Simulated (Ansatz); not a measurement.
The system is Pb.

```xyz
1
Lattice="0.0193 2.4629 2.4528 2.5029 -0.0067 2.4789 2.4813 2.4674 0.0148" Properties=species:S:1:pos:R:3 pbc="T T T"
Pb    0.0000    0.0000    0.0000
```

The cell isn't the ideal one: cell sheared at random, sigma 0.01, atoms nudged by 0.01 Å.

Base run:

| Item | Value |
| --- | --- |
| Program | Ansatz 0.2.0 |
| Functional | RPBE |
| Potentials or basis | Ansatz PAW |
| Cutoff | 420 eV (not typed: the program's choice for these potentials) |
| k mesh | 9 × 9 × 9 |
| Occupations | fermi-dirac, width 0.05 eV |
| Spin | no spin polarisation |

Its results: band gap on the k mesh none (metal or under the smearing width); pressure 4.2 GPa.

Problem. The run is repeated on the same cell with these changes: functional from RPBE to revPBE. What comes out?

Solution. Band gap on the k mesh none (metal or under the smearing width); pressure 3.8 GPa.

Caveats: spin-orbit coupling is left out, which moves the levels of the heavy elements; the PAW data sets come from PBE, with cores solved anew for the run's functional, which leaves a small shift of forces and pressure.
